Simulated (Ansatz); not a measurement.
The following input was run with Ansatz 0.2.0.

```yaml
crystal:
  lattice:
    - [3.2832084, 0.0, 0.0]
    - [0.0, 3.2832084, 0.0]
    - [0.0, 0.0, 3.2832084]
  atoms:
    - { symbol: Sb, position: [0.0, 0.0, 0.0] }
basis:
  ecutwfc: 500
kpoints:
  mp_grid: { grid: [14, 14, 14] }
hamiltonian:
  xc: r2scan
scf:
  occupations: { method: gaussian, width: 0.1 }
output:
  forces: true
  stress: true
  eigenvalues: true
```

Launched with
```bash
ansatz run input.yaml --threads 1 --pin off --max-ram 1331MiB --backend cpu --events-out ev --progress --plain --runs-dir out
```

Level of theory: Ansatz 0.2.0, DFT r2SCAN, scalar-relativistic, plane waves, PAW.

Abridged output:

```
Pseudopotentials: kind: paw
Pseudopotential: Sb, paw, valence charge 15, recommended cutoff 500 eV (meta_gga)
Functional definition: r2SCAN
Crystal: 1 atom, lattice volume = 35.391 Å³
Basis set: ecut = 500 eV, 895 PW (Γ), exchange–correlation on 96×96×96 points (64 copies of the dense FFT grid, shifted against one another)
Bands: 12, of which v1, the nominal top of the filled ones, is band 8 counted from 1 (7 counted from 0)
Symmetry: 48 space group operations
Space group: Pm-3m (ITA 221), of the structure as read, at distance tolerance 3.3e-5 Å
k-points: 120 of 2744
Initial density: superposition of atomic densities (neutral atoms: chi_scale 0, normalization atom), corrected by the library's trained network
Initial wavefunctions: pseudopotential atomic-orbital guess
Functional: x = r2scan, c = r2scan; τ floored in thin density (d = 2e-4 eV/Å³)
SCF iter   1: F=—  HF=-6498.907871 eV  |F-HF|=—  |Δ(HF+E_count)|=         —  Δρ=4.40e-3  dr2=2.30e-3  dr2_τ=3.10e-4  ethr=1.77e-3  ⟨swp⟩=5.2  Hψ=8588  notcnv=0
SCF iter   2: F=—  HF=-6498.909520 eV  |F-HF|=—  |Δ(HF+E_count)|=   1.65e-3  Δρ=2.48e-3  dr2=8.26e-4  dr2_τ=2.16e-5  ethr=1.53e-5  ⟨swp⟩=2.6  Hψ=3232  notcnv=0  defer=12
SCF iter   3: F=—  HF=-6498.909955 eV  |F-HF|=—  |Δ(HF+E_count)|=   4.35e-4  Δρ=3.18e-4  dr2=1.61e-5  dr2_τ=2.27e-6  ethr=5.51e-6  ⟨swp⟩=2.1  Hψ=1586  notcnv=0  defer=12
SCF iter   4: F=—  HF=-6498.909957 eV  |F-HF|=—  |Δ(HF+E_count)|=   1.30e-6  Δρ=5.62e-5  dr2=1.02e-6  dr2_τ=1.10e-8  ethr=1.07e-7  ⟨swp⟩=2.0  Hψ=2286  notcnv=0  defer=12
SCF iter   5: F=-6498.909957 eV  HF=-6498.909957 eV  |F-HF|=2.71e-8  |Δ(HF+E_count)|=   3.84e-7  Δρ=1.01e-5  dr2=2.51e-8  dr2_τ=3.46e-9  ethr=6.80e-9  ⟨swp⟩=2.8  Hψ=2164  notcnv=0  defer=12
SCF iter   6: F=-6498.909957 eV  HF=-6498.909957 eV  |F-HF|=1.65e-10  |Δ(HF+E_count)|=   3.04e-8  Δρ=1.72e-6  dr2=7.70e-10  dr2_τ=1.40e-10  ethr=1.67e-10  ⟨swp⟩=4.9  Hψ=6743  notcnv=0
SCF 1 converged in 6 iterations: F = -6498.909957 eV  dr2 = 7.70e-10
SCF converged after 6 iterations
Free energy (F): -6498.909957 eV
Harris-Foulkes:  -6498.909957 eV  (|F-HF|=1.65e-10)
Internal energy: -6498.907543 eV  (E = F + TS)
E sigma→0 (E₀):  -6498.908750 eV
Entropy (-TS):   -0.002415 eV (-2.415 meV/atom)
Fermi energy:    7.380847 eV
--- Per-component energies (eV) ---
  E_band       = -210.427724
  E_kinetic    = 203.386278
  E_local      = -1699.401261  (includes V_loc(G=0)·N_el)
  E_nonlocal   = 362.288384
  E_hartree    = 761.432923
  E_xc         = -125.851545
  E_vxc        = -100.796035  (∫ρ·V_xc dr)
  E_paw        = -4601.324098  (= ΣΔE_a)
  E_vpaw       = -505.711610  (= ΣTr[D̂ρ^β])
  E_aug_tail   = -0.000001  (compensation charges beyond the density's cutoff)
  E_vtau       = 6.940468  (kinetic-family band-sum trace: ∫τ·v_τ [+ j·A + Jᵃ·Aᵃ] dr)
  E_ewald      = -1399.944260
  E_core_change = 0.506037  (= ΣΔE_core)
  E_smearing   = -0.002415  (= −TS)
--- Forces (eV/Å), atoms counted from 1 ---
  atom   1  Sb     0.00000000     0.00000000     0.00000000
--- Stress (GPa, compression-positive) ---
       -7.301297       0.000000       0.000000
        0.000000      -7.301297       0.000000
        0.000000       0.000000      -7.301297
  P = ⅓ Tr σ = -7.3013 GPa (-73.013 kbar)
--- Band table (eV; the first three rows and the last of 120) ---
  k-point 0: bands = ["-22.3905", "-22.3905", "-22.2850", "-22.2850", "-22.2850", "-4.2806", "10.4357", "10.4357", "10.4357", "14.7028", "14.7028", "15.5108"]
  k-point 1: bands = ["-22.3904", "-22.3857", "-22.2864", "-22.2864", "-22.2849", "-4.2156", "9.6482", "10.4968", "10.4968", "14.7612", "15.1485", "16.0443"]
  k-point 2: bands = ["-22.3899", "-22.3721", "-22.2901", "-22.2901", "-22.2847", "-4.0235", "8.1372", "10.6749", "10.6749", "14.9349", "15.4629", "17.8063"]
  k-point 119: bands = ["-22.3406", "-22.3406", "-22.3406", "-22.2356", "-22.2356", "2.0492", "5.9792", "5.9792", "5.9792", "12.9248", "12.9248", "12.9248"]
```

The calculation finished and met its thresholds.